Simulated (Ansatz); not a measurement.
## Electron scattering at the twin(10-12) boundary in hcp Co with W (substitutional)

Aim: the relaxed structure and the specific resistance of the twin(10-12) boundary in hcp Co with W (substitutional).

Program: Ansatz 0.2.0. Level of theory: Ansatz plane-wave DFT, PBE, PAW files, collinear spin; relaxation of a bicrystal slab with its lowest layers held; PAW set soft_1, in the first sound run; inputs show where later runs differ. Results are calculated unless marked as measured.

## Step 1: Starting point

The cell holds 27 atoms: 26 Co and 1 W. Cell: a = 5.963 Å, b = 2.505 Å, c = 31.041 Å, α = 90.0°, β = 90.0°, γ = 90.0°. It derives from Co. built on the (1 0 2) plane; 1 overlapping atoms removed and the grains opened by 0.2 Å. Vacuum lies along c.

## Step 2: Relaxing the bicrystal

The boundary is built by mirroring the lower grain in the boundary plane and removing any atoms that overlap; then the W is put in at the boundary. A thin bicrystal slab is relaxed first, with the lowest layers held and the upper grain free to shift and open.

input.yaml reads:

```yaml
crystal:
  lattice:
    - [5.9626723849, 0.0, 0.0]
    - [0.0, 2.5054, 0.0]
    - [0.0, 0.0, 31.0405846678]
  atoms:
    - { symbol: Co, position: [0.0741388065, 0.4166666667, 0.1610794401], spin: 2.0 }
    - { symbol: Co, position: [0.3975869657, 0.9166666666, 0.1930385428], spin: 2.0 }
    - { symbol: Co, position: [0.8093110452, 0.9166666667, 0.2090180942], spin: 2.0 }
    - { symbol: Co, position: [0.1327592044, 0.4166666666, 0.2409771969], spin: 2.0 }
    - { symbol: Co, position: [0.5444832839, 0.4166666667, 0.2569567483], spin: 2.0 }
    - { symbol: Co, position: [0.8679314431, 0.9166666666, 0.288915851], spin: 2.0 }
    - { symbol: Co, position: [0.2796555226, 0.9166666667, 0.3048954023], spin: 2.0 }
    - { symbol: Co, position: [0.6031036818, 0.4166666666, 0.336854505], spin: 2.0 }
    - { symbol: Co, position: [0.0148277613, 0.4166666667, 0.3528340564], spin: 2.0 }
    - { symbol: Co, position: [0.3382759205, 0.9166666666, 0.3847931591], spin: 2.0 }
    - { symbol: Co, position: [0.75, 0.9166666667, 0.4007727104], spin: 2.0 }
    - { symbol: W, position: [0.0734481591, 0.4166666666, 0.4327318131] }
    - { symbol: Co, position: [0.75, 0.9166666667, 0.4711340934], spin: 2.0 }
    - { symbol: Co, position: [0.3382759205, 0.9166666666, 0.4871136448], spin: 2.0 }
    - { symbol: Co, position: [0.0148277613, 0.4166666667, 0.5190727475], spin: 2.0 }
    - { symbol: Co, position: [0.6031036818, 0.4166666666, 0.5350522988], spin: 2.0 }
    - { symbol: Co, position: [0.2796555226, 0.9166666667, 0.5670114015], spin: 2.0 }
    - { symbol: Co, position: [0.8679314431, 0.9166666666, 0.5829909529], spin: 2.0 }
    - { symbol: Co, position: [0.5444832839, 0.4166666667, 0.6149500556], spin: 2.0 }
    - { symbol: Co, position: [0.1327592044, 0.4166666666, 0.630929607], spin: 2.0 }
    - { symbol: Co, position: [0.8093110452, 0.9166666667, 0.6628887097], spin: 2.0 }
    - { symbol: Co, position: [0.3975869657, 0.9166666666, 0.678868261], spin: 2.0 }
    - { symbol: Co, position: [0.0741388065, 0.4166666667, 0.7108273637], spin: 2.0 }
    - { symbol: Co, position: [0.662414727, 0.4166666666, 0.7268069151], spin: 2.0 }
    - { symbol: Co, position: [0.3389665678, 0.9166666667, 0.7587660178], spin: 2.0 }
    - { symbol: Co, position: [0.9272424883, 0.9166666666, 0.7747455691], spin: 2.0 }
    - { symbol: Co, position: [0.6037943291, 0.4166666667, 0.8067046718], spin: 2.0 }
magnetization:
  spin_polarized: true
kpoints:
  mp_grid: { grid: [4, 9, 1] }
hamiltonian:
  xc: pbe
  pseudopotentials: { kind: paw, azcp: { folder: soft_1 } }
scf:
  occupations: { method: fermi_dirac, width: 0.1 }
relax:
  f_tol: 0.03
  max_steps: 80
  constraints: [{ sites: [0, 1, 2, 3, 4, 5] }]
```

The run is started by

```sh
> ansatz run input.yaml --threads 8 --pin off --max-ram 15360MiB --backend cpu --events-out ev --progress --plain --runs-dir out
```

Numbers of over 12 decimals in the logs are rounded to 6 here.

Log:

```text
Engine: ansatz 0.2.0, aarch64-unknown-linux-gnu
Pseudopotentials: kind: paw
Pseudopotential: Co, paw, valence charge 17, recommended cutoff 420 eV (normal), soft_1/Co.paw.azcp
Pseudopotential: W, paw, valence charge 14, recommended cutoff 420 eV (normal), soft_1/W.paw.azcp
Functional definition: PBE
  parameter kappa = 0.804
  parameter beta = 0.066725
  exchange = pbe_x(kappa = kappa, mu = beta*pi^2/3)
  correlation = pbe_c(beta = beta)
Crystal: 27 atoms, lattice volume = 463.712 Å³
Basis set: ecut = 420 eV, 8989 PW (Γ), exchange–correlation on 80×36×432 points (8 copies of the dense FFT grid, shifted against one another)
Bands: 305, of which v1, the nominal top of the filled ones, is band 228 counted from 1 (227 counted from 0)
Symmetry: 2 space group operations
Space group: Pm (ITA 6), of the structure as read, at distance tolerance 7.7e-5 Å
Magnetic group: BNS 6.18 (UNI 25), of the structure as read, at distance tolerance 7.7e-5 Å
k-points: 15 of 36 (time reversal used)
Non-local potential: Co, projectors of the file, l = 0: 3, l = 1: 2, l = 2: 3, l = 3: 1
Non-local potential: W, projectors of the file, l = 0: 3, l = 1: 2, l = 2: 2, l = 3: 1
PAW form: soft (Blöchl's): semilocal exchange-correlation on the pseudo side does not see the compensation charge
PAW one-centre angular grid: Co, 590 points (default); XC on 64 Gauss nodes
PAW one-centre angular grid: W, 590 points (default); XC on 64 Gauss nodes
Initial density: superposition of atomic densities (neutral atoms: chi_scale 0, normalization atom)
Starting moments: Σ|m| = 52 μB on 26 of 27 sites
Initial wavefunctions: pseudopotential atomic-orbital guess
Functional: x = pbe(κ = 0.804, μ = 0.219515), c = pbe(β = 0.066725)
SCF iter   1: F=—  HF=-143649.795715 eV  |F-HF|=—  |Δ(HF+E_count)|=         —  Δρ=5.02e-2 (↑2.33e-2 ↓5.02e-2)  dr2=7.20e1  dr2_m=1.86e0  M=47.743 μB ∫|m|=49.821 μB  β_m=0.30  ethr=3.10e-3  ⟨swp⟩=6.7  Hψ=36118  notcnv=0  defer=766
Mixer restart at iter 1: flushing history
preconditioner: auto → LDOS  [metal: Δε(μ)=0.003 eV  Ē_g=7.718 eV  σ=0.100 eV  W_gap=0.01  n_scr=136 (ndim 8)  ℏωp=26.7 eV  f_vac=0.301  D(μ)=29.60/eV (n_scr^D=340)]
spin=Collinear: LDOS preconditioning applied to the charge; magnetization (m = ρ↑ − ρ↓) channel mixes plain (no charge-response kernel on spin).
SCF iter   2: F=—  HF=-143642.615164 eV  |F-HF|=—  |Δ(HF+E_count)|=    7.18e0  Δρ=2.73e-2 (↑2.73e-2 ↓1.57e-2)  dr2=1.78e1  dr2_m=1.10e0  M=47.118 μB ∫|m|=49.773 μB  β_m=0.31  ethr=3.10e-3  ⟨swp⟩=2.7  Hψ=15150  notcnv=0  defer=1093
SCF iter   3: F=—  HF=-143649.941800 eV  |F-HF|=—  |Δ(HF+E_count)|=    7.33e0  Δρ=1.38e-2 (↑1.38e-2 ↓1.05e-2)  dr2=5.13e0  dr2_m=3.14e-1  M=46.096 μB ∫|m|=49.130 μB  β_m=0.43  ethr=3.10e-3  ⟨swp⟩=2.2  Hψ=10974  notcnv=0  defer=1094
SCF iter   4: F=—  HF=-143657.243450 eV  |F-HF|=—  |Δ(HF+E_count)|=    7.30e0  Δρ=8.37e-3 (↑5.25e-3 ↓8.37e-3)  dr2=2.58e-1  dr2_m=1.41e-1  M=44.169 μB ∫|m|=48.230 μB  β_m=0.72  ethr=1.13e-3  ⟨swp⟩=2.8  Hψ=13628  notcnv=0  defer=1098
SCF iter   5: F=—  HF=-143659.186714 eV  |F-HF|=—  |Δ(HF+E_count)|=         —  Δρ=1.89e-2 (↑6.41e-3 ↓1.89e-2)  dr2=9.86e-1  dr2_m=5.74e-1  M=41.596 μB ∫|m|=46.103 μB  β_m=0.72  ethr=5.65e-5  ⟨swp⟩=2.4  Hψ=17965  notcnv=0  defer=1099
SCF iter   6: F=—  HF=-143659.162666 eV  |F-HF|=—  |Δ(HF+E_count)|=   2.40e-2  Δρ=5.19e-3 (↑3.77e-3 ↓5.19e-3)  dr2=3.38e-1  dr2_m=5.69e-2  M=40.684 μB ∫|m|=45.556 μB  β_m=0.76  ethr=5.65e-5  ⟨swp⟩=2.1  Hψ=16640  notcnv=0  defer=1103
SCF iter   7: F=—  HF=-143659.219659 eV  |F-HF|=—  |Δ(HF+E_count)|=   5.70e-2  Δρ=4.92e-3 (↑4.92e-3 ↓4.19e-3)  dr2=2.46e-1  dr2_m=8.25e-3  M=40.732 μB ∫|m|=45.431 μB  β_m=0.71  ethr=5.65e-5  ⟨swp⟩=2.1  Hψ=18203  notcnv=0  defer=1132
SCF iter   8: F=—  HF=-143659.269523 eV  |F-HF|=—  |Δ(HF+E_count)|=   4.99e-2  Δρ=3.16e-3 (↑3.16e-3 ↓2.13e-3)  dr2=1.61e-1  dr2_m=3.96e-3  M=40.949 μB ∫|m|=45.508 μB  β_m=0.58  ethr=5.39e-5  ⟨swp⟩=2.0  Hψ=14397  notcnv=0  defer=1114
SCF iter   9: F=—  HF=-143659.247842 eV  |F-HF|=—  |Δ(HF+E_count)|=   2.17e-2  Δρ=1.13e-3 (↑1.13e-3 ↓1.01e-3)  dr2=1.40e-2  dr2_m=2.47e-3  M=41.000 μB ∫|m|=45.518 μB  β_m=0.63  ethr=3.53e-5  ⟨swp⟩=2.0  Hψ=14120  notcnv=0  defer=1112
SCF iter  10: F=—  HF=-143659.247485 eV  |F-HF|=—  |Δ(HF+E_count)|=   3.57e-4  Δρ=6.65e-4 (↑6.65e-4 ↓5.81e-4)  dr2=6.21e-3  dr2_m=2.34e-4  M=40.929 μB ∫|m|=45.452 μB  β_m=0.49  ethr=3.07e-6  ⟨swp⟩=3.5  Hψ=18990  notcnv=0  defer=1116
SCF iter  11: F=—  HF=-143659.245950 eV  |F-HF|=—  |Δ(HF+E_count)|=   1.53e-3  Δρ=2.60e-4 (↑2.60e-4 ↓1.82e-4)  dr2=5.82e-4  dr2_m=5.36e-5  M=40.919 μB ∫|m|=45.439 μB  β_m=0.46  ethr=1.36e-6  ⟨swp⟩=2.0  Hψ=13230  notcnv=0  defer=1110
SCF iter  12: F=—  HF=-143659.246113 eV  |F-HF|=—  |Δ(HF+E_count)|=   1.63e-4  Δρ=9.98e-5 (↑9.98e-5 ↓7.58e-5)  dr2=7.28e-5  dr2_m=2.44e-5  M=40.926 μB ∫|m|=45.435 μB  β_m=0.53  ethr=1.28e-7  ⟨swp⟩=2.2  Hψ=12982  notcnv=0  defer=1110
SCF iter  13: F=—  HF=-143659.246135 eV  |F-HF|=—  |Δ(HF+E_count)|=   2.12e-5  Δρ=4.80e-5 (↑4.80e-5 ↓4.64e-5)  dr2=2.31e-5  dr2_m=1.89e-6  M=40.927 μB ∫|m|=45.429 μB  β_m=0.52  ethr=1.60e-8  ⟨swp⟩=2.5  Hψ=15454  notcnv=0  defer=1110
SCF iter  14: F=—  HF=-143659.246133 eV  |F-HF|=—  |Δ(HF+E_count)|=   1.15e-6  Δρ=3.06e-5 (↑1.65e-5 ↓3.06e-5)  dr2=6.22e-5  dr2_m=6.06e-7  M=40.926 μB ∫|m|=45.429 μB  β_m=0.61  ethr=5.07e-9  ⟨swp⟩=2.0  Hψ=13526  notcnv=0  defer=1110
SCF iter  15: F=-143659.246127 eV  HF=-143659.246134 eV  |F-HF|=6.99e-6  |Δ(HF+E_count)|=   5.56e-7  Δρ=2.28e-5 (↑1.47e-5 ↓2.28e-5)  dr2=7.31e-6  dr2_m=1.78e-7  M=40.927 μB ∫|m|=45.429 μB  ethr=4.93e-9  ⟨swp⟩=2.9  Hψ=24864  notcnv=0
SCF 1 converged in 15 iterations: F = -143659.246127 eV  dr2 = 7.31e-6
  greatest PAW one-centre occupation: 1.002 electrons in one spin orbital (limit 2), on the Co atom at site 0 (counted from 0), in its partial waves of l = 1
relax step   1: F+E_penalty+E_count = -143659.24612695 eV  Δ(F+E_penalty+E_count) = +0.000e0 eV  max|allowed force component| = 1.587e0 eV/Å  Δτ_max = 0.0000 Å  (15 SCF iters, dr2 threshold 2.25e-5 eV, accepted)
Initial density: handed on by an earlier stage of this run
Starting moments: Σ|m| = 52 μB on 26 of 27 sites; this step starts from the density that it was given
Initial wavefunctions: those handed on with the density
iter 1 solved again at ethr=1.37e-4 eV; its pass at ethr=3.10e-3 eV (dr2=6.23e-1 eV) is discarded
SCF iter   1: F=—  HF=-143659.572410 eV  |F-HF|=—  |Δ(HF+E_count)|=         —  Δρ=5.69e-3 (↑5.69e-3 ↓5.34e-3)  dr2=5.68e-1  dr2_m=8.41e-2  M=40.851 μB ∫|m|=45.333 μB  β_m=0.30  ethr=1.37e-4  ⟨swp⟩=1.7  Hψ=33616  notcnv=0  defer=1122
[...]
spin=Collinear: LDOS preconditioning applied to the charge; magnetization (m = ρ↑ − ρ↓) channel mixes plain (no charge-response kernel on spin).
SCF iter   2: F=—  HF=-143659.689055 eV  |F-HF|=—  |Δ(HF+E_count)|=   7.17e-4  Δρ=2.70e-4 (↑2.37e-4 ↓2.70e-4)  dr2=3.86e-4  dr2_m=1.93e-4  M=40.915 μB ∫|m|=45.380 μB  β_m=0.51  ethr=7.34e-7  ⟨swp⟩=2.1  Hψ=14152  notcnv=0  defer=1128
SCF iter   3: F=—  HF=-143659.689144 eV  |F-HF|=—  |Δ(HF+E_count)|=   8.83e-5  Δρ=2.06e-4 (↑2.06e-4 ↓1.48e-4)  dr2=7.48e-5  dr2_m=1.08e-4  M=40.914 μB ∫|m|=45.379 μB  β_m=0.56  ethr=8.46e-8  ⟨swp⟩=2.5  Hψ=15468  notcnv=0  defer=1128
SCF iter   4: F=—  HF=-143659.689183 eV  |F-HF|=—  |Δ(HF+E_count)|=   3.95e-5  Δρ=7.72e-5 (↑5.97e-5 ↓7.72e-5)  dr2=3.88e-5  dr2_m=1.48e-5  M=40.912 μB ∫|m|=45.377 μB  β_m=0.62  ethr=1.64e-8  ⟨swp⟩=2.9  Hψ=17341  notcnv=0  defer=1128
SCF iter   5: F=—  HF=-143659.689186 eV  |F-HF|=—  |Δ(HF+E_count)|=   3.09e-6  Δρ=5.80e-5 (↑5.80e-5 ↓3.64e-5)  dr2=2.88e-5  dr2_m=5.95e-6  M=40.912 μB ∫|m|=45.377 μB  β_m=0.61  ethr=8.52e-9  ⟨swp⟩=2.3  Hψ=16167  notcnv=0  defer=1128
SCF iter   6: F=—  HF=-143659.689183 eV  |F-HF|=—  |Δ(HF+E_count)|=   3.63e-6  Δρ=3.02e-5 (↑3.02e-5 ↓1.44e-5)  dr2=4.60e-6  dr2_m=1.41e-6  M=40.912 μB ∫|m|=45.377 μB  β_m=0.60  ethr=6.31e-9  ⟨swp⟩=2.2  Hψ=13741  notcnv=0  defer=1128
SCF iter   7: F=—  HF=-143659.689182 eV  |F-HF|=—  |Δ(HF+E_count)|=   8.33e-7  Δρ=1.14e-5 (↑1.14e-5 ↓7.11e-6)  dr2=1.64e-6  dr2_m=2.15e-7  M=40.912 μB ∫|m|=45.377 μB  β_m=0.56  ethr=1.01e-9  ⟨swp⟩=2.9  Hψ=16905  notcnv=0  defer=1128
SCF iter   8: F=—  HF=-143659.689182 eV  |F-HF|=—  |Δ(HF+E_count)|=   1.65e-7  Δρ=4.66e-6 (↑4.66e-6 ↓3.20e-6)  dr2=9.20e-8  dr2_m=4.68e-8  M=40.912 μB ∫|m|=45.377 μB  β_m=0.55  ethr=3.60e-10  ⟨swp⟩=2.2  Hψ=13416  notcnv=0  defer=1128
SCF iter   9: F=—  HF=-143659.689182 eV  |F-HF|=—  |Δ(HF+E_count)|=   1.05e-8  Δρ=2.10e-6 (↑2.10e-6 ↓1.36e-6)  dr2=3.23e-8  dr2_m=9.25e-9  M=40.912 μB ∫|m|=45.377 μB  β_m=0.55  ethr=2.02e-11  ⟨swp⟩=3.2  Hψ=19879  notcnv=0  defer=1128
SCF iter  10: F=-143659.689182 eV  HF=-143659.689182 eV  |F-HF|=1.04e-8  |Δ(HF+E_count)|=   1.40e-9  Δρ=1.66e-6 (↑6.96e-7 ↓1.66e-6)  dr2=1.71e-8  dr2_m=3.21e-9  M=40.912 μB ∫|m|=45.377 μB  ethr=7.08e-12  ⟨swp⟩=1.7  Hψ=26208  notcnv=0
SCF 5 converged in 10 iterations: F = -143659.689182 eV  dr2 = 1.71e-8
relax step   5: F+E_penalty+E_count = -143659.68918163 eV  Δ(F+E_penalty+E_count) = -1.199e-3 eV  max|allowed force component| = 9.191e-3 eV/Å  Δτ_max = 0.0124 Å  (10 SCF iters, accepted)
SCF converged after 10 iterations
Magnetization: 40.9120 μB (248.4560 up, 207.5440 down)
Absolute magnetization: 45.4208 μB (∫|ρ↑−ρ↓|, with the PAW one-centre terms)
Spin contamination: 0.8833 ħ² per cell (⟨S²⟩ above its minimum at these occupations)
Per-site moments (μB) at R_I (Å): [(1.875688, 1.033141), (1.829361, 1.033141), (1.783829, 1.033141), (1.714615, 1.032134), (1.670499, 1.003765), (1.708989, 1.024109), (1.673589, 1.016871), (1.587545, 1.003765), (1.476976, 1.024997), (1.347311, 0.976437), (1.459708, 0.965898), (-0.164123, 1.0334775), (1.464927, 0.965898), (1.347970, 0.975527), (1.480909, 1.026921), (1.594205, 1.004190), (1.665248, 1.014365), (1.691694, 1.012757), (1.680551, 1.006391), (1.664727, 1.016798), (1.662579, 1.012757), (1.689255, 1.019141), (1.661427, 1.008399), (1.710850, 0.957176), (1.759240, 1.001615), (1.784190, 1.001615), (1.816289, 0.957176)]
Free energy (F): -143659.689182 eV
Harris-Foulkes:  -143659.689182 eV  (|F-HF|=1.04e-8)
Internal energy: -143658.705125 eV  (E = F + TS)
E sigma→0 (E₀):  -143659.197153 eV
Entropy (-TS):   -0.984057 eV (-36.447 meV/atom)
Fermi energy:    10.618673 eV
--- Per-component energies (eV) ---
  E_band       = -10143.744203
  E_kinetic    = 7997.507695
  E_local      = -805987.216970  (includes V_loc(G=0)·N_el)
  E_nonlocal   = 11281.518312
  E_hartree    = 397227.191535
  E_xc         = -2654.011793
  E_vxc        = -3301.692154  (∫ρ·V_xc dr)
  E_paw        = -49446.917136  (= ΣΔE_a)
  E_vpaw       = -14588.266277  (= ΣTr[D̂ρ^β])
  E_aug_tail   = -0.000151  (compensation charges beyond the density's cutoff)
  E_ewald      = 297923.223382
  E_smearing   = -0.984057  (= −TS)
  E_closure    = 0.000000  (closes the sum)
  Σ components = -143659.689182   (vs F -143659.689182, Δ=0.00e0)
--- Forces (eV/Å), atoms counted from 1 ---
  atom   1  Co     0.16157304     0.00000000     0.98654593
  atom   2  Co    -0.11593015     0.00000000     0.16044328
  atom   3  Co     0.08858980     0.00000000    -0.26997732
  atom   4  Co    -0.03420427     0.00000000    -0.37248076
  atom   5  Co    -0.04090532     0.00000000    -0.24488133
  atom   6  Co    -0.07084158     0.00000000    -0.25207820
  atom   7  Co     0.00012176     0.00000000    -0.00351652
  atom   8  Co     0.00007122     0.00000000    -0.00108676
  atom   9  Co    -0.00321722     0.00000000    -0.00200439
  atom  10  Co     0.00115449     0.00000000     0.00594293
  atom  11  Co     0.00241967     0.00000000     0.00053050
  atom  12  W      0.00683205     0.00000000    -0.00616924
  atom  13  Co    -0.00722577     0.00000000     0.00502627
  atom  14  Co     0.00417569     0.00000000    -0.00619852
  atom  15  Co    -0.00826377     0.00000000     0.00736952
  atom  16  Co     0.00919124     0.00000000    -0.00309139
  atom  17  Co    -0.00273746     0.00000000     0.00193701
  atom  18  Co    -0.00227211     0.00000000    -0.00220796
  atom  19  Co     0.00584609     0.00000000    -0.00310230
  atom  20  Co    -0.00015702     0.00000000     0.00204643
  atom  21  Co     0.00033398     0.00000000    -0.00108866
  atom  22  Co     0.00019513     0.00000000     0.00092963
  atom  23  Co     0.00297866     0.00000000    -0.00180314
  atom  24  Co     0.00055865     0.00000000    -0.00010944
  atom  25  Co     0.00006271     0.00000000    -0.00203199
  atom  26  Co    -0.00027661     0.00000000     0.00003179
  atom  27  Co     0.00198805     0.00000000     0.00101967
  max |Σ_I F_I| component: 6.10e-5 eV/Å
--- Relaxed structure (5 steps of the walk, 5 accepted, 0 SCFs on fresh bases) ---
  F+E_penalty+E_count = -143659.68918163 eV   max|allowed force component| = 9.191e-3 eV/Å
  atoms:
    - { symbol: Co, position: [0.0741388065, 0.416667, 0.161079] }
    - { symbol: Co, position: [0.3975869657, 0.916667, 0.1930385428] }
    - { symbol: Co, position: [0.8093110452, 0.916667, 0.209018] }
    - { symbol: Co, position: [0.1327592044, 0.416667, 0.240977] }
    - { symbol: Co, position: [0.5444832839, 0.416667, 0.2569567483] }
    - { symbol: Co, position: [0.867931, 0.916667, 0.288916] }
    - { symbol: Co, position: [0.277908, 0.916667, 0.304944] }
    - { symbol: Co, position: [0.598624, 0.416667, 0.334657] }
    - { symbol: Co, position: [0.010913, 0.416667, 0.352360] }
    - { symbol: Co, position: [0.338242, 0.916667, 0.383733] }
    - { symbol: Co, position: [0.729139, 0.916667, 0.397041] }
    - { symbol: W, position: [0.069364, 0.416667, 0.434687] }
    - { symbol: Co, position: [0.729630, 0.916667, 0.472477] }
    - { symbol: Co, position: [0.338757, 0.916667, 0.485399] }
    - { symbol: Co, position: [0.011139, 0.416667, 0.517186] }
    - { symbol: Co, position: [0.598471, 0.416667, 0.534825] }
    - { symbol: Co, position: [0.278035, 0.916667, 0.564124] }
    - { symbol: Co, position: [0.866542, 0.916667, 0.580685] }
    - { symbol: Co, position: [0.543588, 0.416667, 0.612713] }
    - { symbol: Co, position: [0.134099, 0.416667, 0.627614] }
    - { symbol: Co, position: [0.813648, 0.916667, 0.659125] }
    - { symbol: Co, position: [0.398923, 0.916667, 0.675924] }
    - { symbol: Co, position: [0.078722, 0.416667, 0.706309] }
    - { symbol: Co, position: [0.665278, 0.416667, 0.722062] }
    - { symbol: Co, position: [0.340781, 0.916667, 0.755567] }
    - { symbol: Co, position: [0.939063, 0.916667, 0.768389] }
    - { symbol: Co, position: [0.621307, 0.416667, 0.796337] }
```

Run time: 13 min. Hardware: 8 threads of Arm Neoverse V1, shared host; peak memory 6.6 GiB.

Relaxation path:

| step | energy less that of the first step (eV) | largest force component (eV/Å) |
| --- | --- | --- |
| 1 | 0.0000 | 1.5865 |
| 2 | -0.3043 | 0.9223 |
| 3 | -0.4265 | 0.3511 |
| 4 | -0.4419 | 0.0919 |
| 5 | -0.4431 | 0.0092 |

Forces are held to the 2 operations that the run works with; a distortion that breaks them can't arise in this run.

The atoms that moved most (Å):

| atom | dx | dy | dz | length |
| --- | --- | --- | --- | --- |
| Co27 | 0.104 | 0.000 | -0.322 | 0.338 |
| Co26 | 0.070 | 0.000 | -0.197 | 0.210 |
| Co11 | -0.124 | 0.000 | -0.116 | 0.170 |
| Co24 | 0.017 | 0.000 | -0.147 | 0.148 |
| Co23 | 0.027 | 0.000 | -0.140 | 0.143 |
| Co13 | -0.121 | 0.000 | 0.042 | 0.128 |
| Co21 | 0.026 | 0.000 | -0.117 | 0.120 |
| Co20 | 0.008 | 0.000 | -0.103 | 0.103 |

The relaxed structure:

```cif
data_structure
_symmetry_space_group_name_H-M 'P 1'
_symmetry_Int_Tables_number 1
_cell_length_a 5.9627
_cell_length_b 2.5054
_cell_length_c 31.0406
_cell_angle_alpha 90.000
_cell_angle_beta 90.000
_cell_angle_gamma 90.000
_cell_volume 463.71
loop_
_atom_site_label
_atom_site_type_symbol
_atom_site_fract_x
_atom_site_fract_y
_atom_site_fract_z
_atom_site_occupancy
Co1 Co 0.07414 0.41667 0.16108 1
Co2 Co 0.39759 0.91667 0.19304 1
Co3 Co 0.80931 0.91667 0.20902 1
Co4 Co 0.13276 0.41667 0.24098 1
Co5 Co 0.54448 0.41667 0.25696 1
Co6 Co 0.86793 0.91667 0.28892 1
Co7 Co 0.27791 0.91667 0.30494 1
Co8 Co 0.59862 0.41667 0.33466 1
Co9 Co 0.01091 0.41667 0.35236 1
Co10 Co 0.33824 0.91667 0.38373 1
Co11 Co 0.72914 0.91667 0.39704 1
W12 W 0.06936 0.41667 0.43469 1
Co13 Co 0.72963 0.91667 0.47248 1
Co14 Co 0.33876 0.91667 0.48540 1
Co15 Co 0.01114 0.41667 0.51719 1
Co16 Co 0.59847 0.41667 0.53482 1
Co17 Co 0.27803 0.91667 0.56412 1
Co18 Co 0.86654 0.91667 0.58069 1
Co19 Co 0.54359 0.41667 0.61271 1
Co20 Co 0.13410 0.41667 0.62761 1
Co21 Co 0.81365 0.91667 0.65913 1
Co22 Co 0.39892 0.91667 0.67592 1
Co23 Co 0.07872 0.41667 0.70631 1
Co24 Co 0.66528 0.41667 0.72206 1
Co25 Co 0.34078 0.91667 0.75557 1
Co26 Co 0.93906 0.91667 0.76839 1
Co27 Co 0.62131 0.41667 0.79634 1
```

Numbers from this step:

```
free energy             : -143659.6892 eV
energy at zero smearing : -143659.1972 eV
Fermi energy            : 10.62 eV
magnetization           : 40.91 μB
absolute magnetization  : 45.42 μB
```

The largest force component on a free atom ends at 0.0092 eV/Å, under the tolerance of 0.03, after 5 steps.

[end of part 1 of 3]

[Logs are printed without paths, hosts, clocks, repeated set-up lines and the standing remarks that a program may print on its own settings, such as how far it seeks lower states.]

[Hosts, paths, dates, database ids (printed as entryN), source tags and the programs' standing remarks are cut or masked in the printed files.]
